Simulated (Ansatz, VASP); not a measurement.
## Al2O3 (Al2O3 (R-3c)): VASP beside Ansatz

Wanted: the spread between two codes on one cell, functional and k mesh. Of the first pair: The cell is taken from a series of runs on this material, whose earlier steps may have relaxed, scaled, displaced or heated it; both programs get it as it stands.

Method: plane waves, with VASP 6.6.1 beside it; single point at PBEsol, in Ansatz 0.2.0.

## 1. Set-up

Symmetry: R-3c, No. 167, trigonal system. Conventional cell: a = 4.773 Å, b = 4.773 Å, c = 13.013 Å, α = 90.00°, β = 90.00°, γ = 120.00°. Al has 6 O at 1.86 to 1.97 Å nearest. Nearest to O lie 4 Al at 1.86 to 1.97 Å. Farther neighbours and most contacts between anions are not listed.

Coordinates:

```xyz
10
Lattice="2.3867 1.3779 4.3376 -2.3867 1.3779 4.3376 0.0000 -2.7559 4.3376" Properties=species:S:1:pos:R:3 pbc="T T T"
Al    0.0000    0.0000    8.4317
Al    0.0000    0.0000   11.0876
Al    0.0000    0.0000    1.9253
Al    0.0000    0.0000    4.5812
O     0.9268   -1.3779    5.4220
O     1.6567    0.1137    7.5908
O    -1.6567   -0.1137    5.4220
O     0.7299    1.4916    5.4220
O    -0.7299   -1.4916    7.5908
O    -0.9268    1.3779    7.5908
```

## 2. VASP: single point, PBEsol, pair 1

With cell and atoms fixed, the geometry can't cause a difference; cores, projectors, grids and the points listed under the comparison can.

Lines of VASP's logs that name or quote its potential files are left out, and so is its time.

File INCAR:

```
SYSTEM = Al2O3
PREC = Accurate
ENCUT = 520
EDIFF = 1E-06
NELM = 120
ISMEAR = -1
SIGMA = 0.01
LREAL = .FALSE.
ALGO = Normal
GGA = PS
NBANDS = 34
LORBIT = 11
LWAVE = .FALSE.
LCHARG = .FALSE.
ISIF = 2
LASPH = .TRUE.
GGA_COMPAT = .FALSE.
EFERMI = MIDGAP
KPAR = 8
```

File POSCAR:

```
Al2O3
1.0
    2.3866527243      1.3779345928      4.3376222509
   -2.3866527243      1.3779345928      4.3376222509
    0.0000000000     -2.7558691857      4.3376222509
Al O
4 6
Direct
    0.6479500000      0.6479500000      0.6479500000
    0.8520500000      0.8520500000      0.8520500000
    0.1479500000      0.1479500000      0.1479500000
    0.3520500000      0.3520500000      0.3520500000
    0.4441700000      0.0558300000      0.7500000000
    0.9441700000      0.2500000000      0.5558300000
    0.0558300000      0.7500000000      0.4441700000
    0.7500000000      0.4441700000      0.0558300000
    0.2500000000      0.5558300000      0.9441700000
    0.5558300000      0.9441700000      0.2500000000
```

File KPOINTS:

```
Automatic mesh
0
Gamma
7 7 7
0 0 0
```

The projector-augmented-wave data sets are Al and O (PBE family, release 64).

The run is started by

```console
mpirun -np 8 vasp_std
```

Numbers of over 12 decimals in the logs are rounded to 6 here.

Output:

```text
[banner, memory and clock lines left out]
running    8 mpi-ranks, on    1 nodes
 distrk:  each k-point on    1 cores,    8 groups
 distr:  one band on    1 cores,    1 groups

 POSCAR found type information on POSCAR AlO
 POSCAR found :  2 types and      10 ions
|                                                                             |
|           W    W    AA    RRRRR   N    N  II  N    N   GGGG   !!!           |
|           W    W   A  A   R    R  NN   N  II  NN   N  G    G  !!!           |
|           W    W  A    A  R    R  N N  N  II  N N  N  G       !!!           |
|           W WW W  AAAAAA  RRRRR   N  N N  II  N  N N  G  GGG   !            |
|           WW  WW  A    A  R   R   N   NN  II  N   NN  G    G                |
|           W    W  A    A  R    R  N    N  II  N    N   GGGG   !!!           |
|                                                                             |
|     For optimal performance we recommend to set                             |
|       NCORE = 2 up to number-of-cores-per-socket                            |
|     NCORE specifies how many cores store one orbital (NPAR=cpu/NCORE).      |
|     This setting can greatly improve the performance of VASP for DFT.       |
|     The default, NCORE=1 might be grossly inefficient on modern             |
|     multi-core architectures or massively parallel machines. Do your        |
|     Unfortunately you need to use the default for GW and RPA                |
|     calculations (for HF NCORE is supported but not extensively tested      |
|     yet).                                                                   |
|                                                                             |

|                                                                             |
|               ----> ADVICE to this user running VASP <----                  |
|                                                                             |
|     You enforced a specific xc type in the INCAR file but a different       |
|     [... a line on the potential file left out ...]
|     I HOPE YOU KNOW WHAT YOU ARE DOING!                                     |
|                                                                             |

 LDA part: xc-table for (Slater+PW92), standard interpolation
 POSCAR, INCAR and KPOINTS ok, starting setup
 FFT: planning ... GRIDC
 FFT: planning ... GRID_SOFT
 FFT: planning ... GRID
 WAVECAR not read
 entering main loop
       N       E                     dE             d eps       ncg     rms          rms(c)
DAV:   1     0.223815935484E+03    0.22382E+03   -0.25404E+04  3000   0.135E+03
DAV:   2    -0.732042023899E+02   -0.29702E+03   -0.28678E+03  3832   0.289E+02
DAV:   3    -0.858079191322E+02   -0.12604E+02   -0.12557E+02  3844   0.616E+01
DAV:   4    -0.859060740754E+02   -0.98155E-01   -0.98095E-01  3688   0.626E+00
DAV:   5    -0.859072768427E+02   -0.12028E-02   -0.12025E-02  3786   0.688E-01    0.165E+01
DAV:   6    -0.787331546731E+02    0.71741E+01   -0.25896E+01  3614   0.270E+01    0.599E+00
DAV:   7    -0.786941844500E+02    0.38970E-01   -0.73307E-01  3626   0.428E+00    0.322E+00
DAV:   8    -0.786647349253E+02    0.29450E-01   -0.74182E-02  3696   0.214E+00    0.624E-01
DAV:   9    -0.786639915602E+02    0.74337E-03   -0.16532E-02  3798   0.675E-01    0.322E-01
DAV:  10    -0.786642755858E+02   -0.28403E-03   -0.48212E-04  3468   0.135E-01    0.677E-02
DAV:  11    -0.786642439241E+02    0.31662E-04   -0.25575E-04  3726   0.902E-02    0.251E-02
DAV:  12    -0.786642452077E+02   -0.12836E-05   -0.12134E-05  3644   0.215E-02    0.608E-03
DAV:  13    -0.786642444339E+02    0.77378E-06   -0.34137E-06  3334   0.102E-02
   1 F= -.78664244E+02 E0= -.78664244E+02  d E =0.000000E+00
```

Parts of OUTCAR (step 2):

```text
ion  position               nearest neighbor table
   1  0.648  0.648  0.648-   9 1.86   6 1.86  10 1.86   7 1.97   5 1.97   8 1.97   2 2.66   4 2.80
                             4 2.80   4 2.80   2 3.23   2 3.23   2 3.23
   2  0.852  0.852  0.852-   6 1.86   9 1.86  10 1.86   8 1.97   5 1.97   7 1.97   1 2.66   3 2.80
                             3 2.80   3 2.80   1 3.23   1 3.23   1 3.23
   3  0.148  0.148  0.148-   7 1.86   8 1.86   5 1.86   9 1.97  10 1.97   6 1.97   4 2.66   2 2.80
                             2 2.80   2 2.80   4 3.23   4 3.23   4 3.23
   4  0.352  0.352  0.352-   8 1.86   7 1.86   5 1.86   6 1.97  10 1.97   9 1.97   3 2.66   1 2.80
                             1 2.80   1 2.80   3 3.23   3 3.23   3 3.23
   5  0.444  0.056  0.750-   3 1.86   4 1.86   1 1.97   2 1.97
   6  0.944  0.250  0.556-   2 1.86   1 1.86   4 1.97   3 1.97
   7  0.056  0.750  0.444-   3 1.86   4 1.86   1 1.97   2 1.97
   8  0.750  0.444  0.056-   4 1.86   3 1.86   2 1.97   1 1.97
   9  0.250  0.556  0.944-   1 1.86   2 1.86   3 1.97   4 1.97
  10  0.556  0.944  0.250-   1 1.86   2 1.86   3 1.97   4 1.97

  LATTYP: Found a trigonal (rhomboedric) cell.
 ALAT       =     5.1390448295
 COS(alpha) =     0.5686362517

 Subroutine GETGRP returns: Found 12 space group operations
 (whereof  6 operations were pure point group operations)

The static configuration has the point symmetry S_6 .
 The point group associated with its full space group is D_3d.

 Found     44 irreducible k-points:

   k-points           NKPTS =     44   k-points in BZ     NKDIM =     44   number of bands    NBANDS=     34

   dimension x,y,z NGX =    40 NGY =   40 NGZ =   40
   dimension x,y,z NGXF=    80 NGYF=   80 NGZF=   80

   ENCUT  =  520.0 eV  38.22 Ry    6.18 a.u.   9.56  9.56  9.56*2*pi/ulx,y,z

   NELECT =      48.0000    total number of electrons

 k-points in reciprocal lattice and weights: Automatic mesh
   0.00000000  0.00000000  0.00000000       0.003
   0.14285714  0.00000000  0.00000000       0.017
   0.28571429  0.00000000  0.00000000       0.017
   0.42857143  0.00000000  0.00000000       0.017
   0.14285714  0.14285714  0.00000000       0.017
   0.28571429  0.14285714  0.00000000       0.035
   0.42857143  0.14285714 -0.00000000       0.035
  -0.42857143  0.14285714  0.00000000       0.035
  -0.28571429  0.14285714 -0.00000000       0.035
[...]
0.42857143  0.42857143  0.42857143       0.006
  -0.42857143  0.42857143  0.42857143       0.017

 average (electrostatic) potential at core
       1 -71.2144       2 -71.2144       3 -71.2144       4 -71.2144       5 -67.0934
       6 -67.0934       7 -67.0934       8 -67.0934       9 -67.0934      10 -67.0934

 E-fermi :   8.9764

 k-point     1 :       0.0000    0.0000    0.0000
  band No.  band energies     occupation
    ...
     20       5.4570      2.00000
     21       5.4570      2.00000
     22       5.9157      2.00000
     23       5.9157      2.00000
     24       5.9540      2.00000
     25      11.9988      0.00000
     26      14.8636      0.00000
     27      16.5519      0.00000
     28      17.2988      0.00000
     29      17.2988      0.00000
    ...

 k-point     2 :       0.1429    0.0000    0.0000
  band No.  band energies     occupation
    ...
     20       5.2033      2.00000
     21       5.2962      2.00000
     22       5.6497      2.00000
     23       5.8902      2.00000
     24       5.9182      2.00000
     25      12.4799      0.00000
     26      15.2486      0.00000
     27      16.1879      0.00000
     28      17.0405      0.00000
     29      17.0940      0.00000
    ...

 k-point     3 :       0.2857    0.0000    0.0000
  band No.  band energies     occupation
    ...
     20       4.5960      2.00000
     21       5.1544      2.00000
     22       5.4687      2.00000
     23       5.7711      2.00000
     24       5.8136      2.00000
     25      13.5503      0.00000
     26      15.7292      0.00000
     27      16.0099      0.00000
     28      16.3801      0.00000
     29      16.6095      0.00000
    ...

  Total        0.0945416      0.0945416      0.0623926      0.0000000     -0.0000000      0.0000000
  in kB        1.7697529      1.7697529      1.1679462      0.0000000     -0.0000000      0.0000000
  external PRESSURE =       1.5691507 kB  Pullay stress =       0.0000000 kB

  energy-cutoff  :      520.00
  volume of cell :       85.59
      direct lattice vectors                 reciprocal lattice vectors
     2.386652724  1.377934593  4.337622251     0.209498431  0.120953975  0.076847018
    -2.386652724  1.377934593  4.337622251    -0.209498431  0.120953975  0.076847018
     0.000000000 -2.755869186  4.337622251     0.000000000 -0.241907951  0.076847018

 POSITION                                       TOTAL-FORCE (eV/Angst)
 -----------------------------------------------------------------------------------
      0.00000     -0.00000      8.43169         0.000000      0.000000     -0.005109
      0.00000     -0.00000     11.08761         0.000000     -0.000000      0.005109
      0.00000     -0.00000      1.92525         0.000000      0.000000     -0.005109
      0.00000     -0.00000      4.58118         0.000000     -0.000000      0.005109
      0.92683     -1.37793      5.42203        -0.000047      0.000000      0.000000
      1.65674      0.11369      7.59084        -0.000024     -0.000041      0.000000
     -1.65674     -0.11369      5.42203         0.000024      0.000041      0.000000
      0.72991      1.49163      5.42203         0.000024     -0.000041      0.000000
     -0.72991     -1.49163      7.59084        -0.000024      0.000041      0.000000
     -0.92683      1.37793      7.59084         0.000047      0.000000     -0.000000
 -----------------------------------------------------------------------------------
    total drift:                                0.000000     -0.000000      0.000000

  FREE ENERGIE OF THE ION-ELECTRON SYSTEM (eV)
  ---------------------------------------------------
  free  energy   TOTEN  =       -78.6642444339 eV

  energy  without entropy=      -78.6642444339  energy(sigma->0) =      -78.66424443

 total charge
# of ion       s       p       d       tot
------------------------------------------
    1        0.312   0.402   0.000   0.714
    2        0.312   0.402   0.000   0.714
    3        0.312   0.402   0.000   0.714
    4        0.312   0.402   0.000   0.714
    5        1.542   3.622   0.000   5.164
    6        1.542   3.622   0.000   5.164
    7        1.542   3.622   0.000   5.164
    8        1.542   3.622   0.000   5.164
    9        1.542   3.622   0.000   5.164
   10        1.542   3.622   0.000   5.164
--------------------------------------------------
tot         10.503  23.339   0.000  33.843

[... 3 further parts left out ...]
```

The run ends at a pressure of 0.16 GPa, with forces up to 0.0051 eV/Å.

## 3. Ansatz: single point, PBEsol, pair 1

Ansatz runs on its PAW soft_1 files.

The same cell, functional, mesh and smearing now go to Ansatz.

File input.yaml:

```yaml
crystal:
  lattice:
    - [2.3866527243, 1.3779345928, 4.3376222509]
    - [-2.3866527243, 1.3779345928, 4.3376222509]
    - [0.0, -2.7558691857, 4.3376222509]
  atoms:
    - { symbol: Al, position: [0.647953199, 0.647953199, 0.647953199] }
    - { symbol: Al, position: [0.852046801, 0.852046801, 0.852046801] }
    - { symbol: Al, position: [0.147953199, 0.147953199, 0.147953199] }
    - { symbol: Al, position: [0.352046801, 0.352046801, 0.352046801] }
    - { symbol: O, position: [0.4441682928, 0.0558317072, 0.75] }
    - { symbol: O, position: [0.9441682928, 0.25, 0.5558317072] }
    - { symbol: O, position: [0.0558317072, 0.75, 0.4441682928] }
    - { symbol: O, position: [0.75, 0.4441682928, 0.0558317072] }
    - { symbol: O, position: [0.25, 0.5558317072, 0.9441682928] }
    - { symbol: O, position: [0.5558317072, 0.9441682928, 0.25] }
basis:
  ecutwfc: 420
  xc_grid: 2
hamiltonian:
  xc: pbesol
  pseudopotentials: { kind: paw, azcp: { folder: soft_1 }, xc_functional: pbe }
kpoints:
  mp_grid: { grid: [7, 7, 7] }
scf:
  occupations: { method: fermi_dirac, width: 0.01 }
  max_iter: 100
  lower_state_search: "off"
checkpoint:
  write: "../dense.run"
  compress: false
  write_wavefunctions: false
  write_every: 100000
```

The run is started by

```console
ansatz run input.yaml --threads 32 --pin off --max-ram 84787MiB --backend cuda --events-out ev --progress --plain --runs-dir out --max-vram 78GiB
```

Output:

```text
Engine: ansatz 0.2.0, aarch64-unknown-linux-gnu
Pseudopotentials: kind: paw
Pseudopotential: Al, paw, valence charge 3, recommended cutoff 420 eV (normal), soft_1/Al.paw.azcp
Pseudopotential: O, paw, valence charge 6, recommended cutoff 420 eV (normal), soft_1/O.paw.azcp
Functional definition: PBEsol
  exchange = pbesol_x
  correlation = pbesol_c
device memory: the entry about to start is reckoned to put 2.7 GiB on a device that reports 174.4 GiB free (of which the cap on the GPU budget leaves the run 78.0 GiB)
GPU FFT provider: cuFFT
GPU libraries: cuBLAS 13.8.1, cuFFT 12.4.0, cuSOLVER 12.3.2
GPU matrix products: emulated (plane waves: as basis.precision tells), large ones in fixed point in workspaces of 1.00 GiB
Crystal: 10 atoms, lattice volume = 85.590 Å³
Basis set: ecut = 420 eV, 1653 PW (Γ), exchange–correlation on 72×72×72 points (8 copies of the dense FFT grid, shifted against one another)
Bands: 34, of which v1, the nominal top of the filled ones, is band 24 counted from 1 (23 counted from 0)
Symmetry: 12 space group operations
Space group: R-3c (ITA 167), of the structure as read, at distance tolerance 4.4e-5 Å
k-points: 44 of 343
Non-local potential: Al, projectors of the file, l = 0: 2, l = 1: 2, l = 2: 1
Non-local potential: O, projectors of the file, l = 0: 2, l = 1: 2, l = 2: 1
PAW form: soft (Blöchl's): semilocal exchange-correlation on the pseudo side does not see the compensation charge
PAW frozen core: Al, regenerated for the run's functional, and the local potential with it (the file was generated under x = pbe(κ = 0.804, μ = 0.219515), c = pbe(β = 0.066725))
PAW frozen core: O, regenerated for the run's functional, and the local potential with it (the file was generated under x = pbe(κ = 0.804, μ = 0.219515), c = pbe(β = 0.066725))
PAW one-centre angular grid: Al, 110 points (default); XC on 64 Gauss nodes
PAW one-centre angular grid: O, 110 points (default); XC on 64 Gauss nodes
Initial density: superposition of atomic densities (chi_scale 0.1, normalization cell, long waves kept (reshape's long-wave potential 0.00 eV rms))
Initial wavefunctions: pseudopotential atomic-orbital guess
GPU buffer pool allocated for 46656 grid points (all kernels)
GPU transforms: local potential and band sums: pruned to the plane-wave sphere, on 36×36×36
Functional: x = pbesol(κ = 0.804, μ = 0.123457), c = pbesol(β = 0.046)
SCF iter   1: F=—  HF=-5482.115043 eV  |Δ(HF+E_count)|=         —  Δρ=1.18e-1  dr2=1.13e1  Hψ=7608
preconditioner: auto → Resta (q_TF=auto, 2.478 Å⁻¹)  ε∞=3.3  [insulator: Δε(μ)=7.013 eV  Ē_g=18.247 eV  σ=0.010 eV  W_gap=1.00  n_scr=20 (ndim 8)  ℏωp=27.8 eV  f_vac=0.000  D(μ)=0.00/eV (n_scr^D=0)  ε∞_Penn≈3.3]
SCF iter   2: F=—  HF=-5479.082948 eV  |Δ(HF+E_count)|=    3.03e0  Δρ=4.14e-2  dr2=7.29e-1  Hψ=3372
SCF iter   3: F=—  HF=-5478.929361 eV  |Δ(HF+E_count)|=   1.54e-1  Δρ=2.06e-2  dr2=2.06e-1  Hψ=1405
SCF iter   4: F=—  HF=-5478.894841 eV  |Δ(HF+E_count)|=   3.45e-2  Δρ=1.35e-3  dr2=8.06e-4  Hψ=2370
SCF iter   5: F=—  HF=-5478.895433 eV  |Δ(HF+E_count)|=   5.93e-4  Δρ=1.56e-4  dr2=2.72e-5  Hψ=2436
automatic band count: iteration 5 solves 31 bands in place of 34: the levels show a gap, and the empty bands left out lie too high to hold charge; the band table lists the bands solved (type scf.n_extra_bands for more)
SCF iter   6: F=—  HF=-5478.895608 eV  |Δ(HF+E_count)|=   1.75e-4  Δρ=4.07e-5  dr2=1.59e-6  Hψ=2464
SCF iter   7: F=-5478.895609 eV  HF=-5478.895609 eV  |Δ(HF+E_count)|=   7.88e-7  Δρ=4.51e-6  dr2=1.26e-8  Hψ=3358
SCF 1 converged in 7 iterations: F = -5478.895609 eV  dr2 = 1.26e-8
  greatest PAW one-centre occupation: 0.856 electrons in one spin orbital (limit 2), on the O atom at site 8 (counted from 0), in its partial waves of l = 0
SCF converged after 7 iterations
Free energy (F): -5478.895609 eV
Harris-Foulkes:  -5478.895609 eV  (|F-HF|=5.09e-9)
Internal energy: -5478.895609 eV  (E = F + TS)
E sigma→0 (E₀):  -5478.895609 eV
Fermi energy:    10.526877 eV
--- Per-component energies (eV) ---
  E_band       = 56.362070
  E_kinetic    = 1136.318122
  E_local      = -1961.673424  (includes V_loc(G=0)·N_el)
  E_nonlocal   = 353.346693
  E_hartree    = 741.660715
  E_xc         = -584.977173
  E_vxc        = -676.777803  (∫ρ·V_xc dr)
  E_paw        = -2772.327671  (= ΣΔE_a)
  E_vpaw       = -278.176553  (= ΣTr[D̂ρ^β])
  E_aug_tail   = 0.004758  (compensation charges beyond the density's cutoff)
  E_ewald      = -2391.535914
  E_core_change = 0.288284  (= ΣΔE_core)
  E_smearing   = -0.000000  (= −TS)
  E_closure    = -0.000000  (closes the sum)
  Σ components = -5478.895609   (vs F -5478.895609, Δ=0.00e0)
```

Reading the cycles: dr2 is the Hartree energy of the density residual (eV), the measure of convergence; HF is the Harris–Foulkes estimate of the energy, which meets the free energy F at convergence.

## 4. Differences

Known differences besides the potentials themselves: the cutoff is 420 eV in Ansatz and 520 eV in VASP; Ansatz makes its cores anew for this functional, VASP keeps those of its PBE data sets. Total energies have different zeros and are not compared.

Both answers:

```csv
quantity,Ansatz,VASP,difference
gap on the k mesh (eV),6.038,6.045,-0.007
```

A gap on the mesh is an upper bound, since the band edges may lie between its points.

(Continued in part 2 of 2.)

[Lines on the potential files, build, host, timing and source positions are cut from VASP's logs without a mark.]

[Logs are printed without paths, hosts, clocks, repeated set-up lines and the standing remarks that a program may print on its own settings, such as how far it seeks lower states.]

[Hosts, paths, dates, database ids (printed as entryN), source tags and the programs' standing remarks are cut or masked in the printed files.]
